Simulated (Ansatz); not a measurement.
Reaction (hydrogenolysis of a C–C bond): `FC(F)(F)C[O][Ge]([Cl])([Cl])[Cl]` + H₂ → `C[O][Ge]([Cl])([Cl])[Cl]` + `FC(F)F`

Calculated with Ansatz (gas phase, PBE0-D4/def2-TZVP geometries, no zero-point term in ΔE). CBS: MP2 limit from def2 TZ/QZ plus the TZ coupled-cluster correction, frozen cores. This one scheme is used for every species. Functionals use def2-TZVPP. B3LYP here is the variant with VWN-RPA as its local correlation; programs differ in this. For Ge outer-core shells are correlated without core-valence functions, which leaves a few kJ/mol of doubt a bond. Scalar relativity is left out up to krypton. One conformer a species, not always the lowest.

```json
{"level": "B3LYP-D4", "ΔE (kJ/mol)": "-45.9", "difference from CCSD(T)/CBS": "-3.9"}
{"level": "r2SCAN0-D4", "ΔE (kJ/mol)": "-40.6", "difference from CCSD(T)/CBS": "1.4"}
{"level": "BHLYP-D4", "ΔE (kJ/mol)": "-47.4", "difference from CCSD(T)/CBS": "-5.4"}
{"level": "HF/def2-SVP", "ΔE (kJ/mol)": "-59.0", "difference from CCSD(T)/CBS": "-17.0"}
{"level": "MP2/def2-SVP", "ΔE (kJ/mol)": "-36.0", "difference from CCSD(T)/CBS": "6.0"}
{"level": "HF/def2-TZVPP", "ΔE (kJ/mol)": "-61.8", "difference from CCSD(T)/CBS": "-19.8"}
{"level": "MP2/def2-TZVPP", "ΔE (kJ/mol)": "-43.0", "difference from CCSD(T)/CBS": "-1.0"}
{"level": "SCS-MP2/def2-TZVPP", "ΔE (kJ/mol)": "-47.4", "difference from CCSD(T)/CBS": "-5.4"}
{"level": "MP2/def2-QZVPP", "ΔE (kJ/mol)": "-42.6", "difference from CCSD(T)/CBS": "-0.6"}
{"level": "SCS-MP2/def2-QZVPP", "ΔE (kJ/mol)": "-47.2", "difference from CCSD(T)/CBS": "-5.2"}
{"level": "CCSD(T)/CBS", "ΔE (kJ/mol)": "-42.0", "difference from CCSD(T)/CBS": "0"}
```

Largest T1 diagnostic among the species: 0.012.

At CCSD(T), def2-SVP lies +5.9 kJ/mol from the extrapolated value and def2-TZVPP −0.9 kJ/mol. The D4 term adds +10.4 kJ/mol with B3LYP and +6.1 kJ/mol with PBE0; it sums over pairs of atoms, weighted by their polarisabilities, and B3LYP, whose exchange is more repulsive, gets the larger term.

CCSD(T)/CBS has its own doubt, a few kJ/mol and more with outer-core shells, so smaller differences from it don't rank the levels.
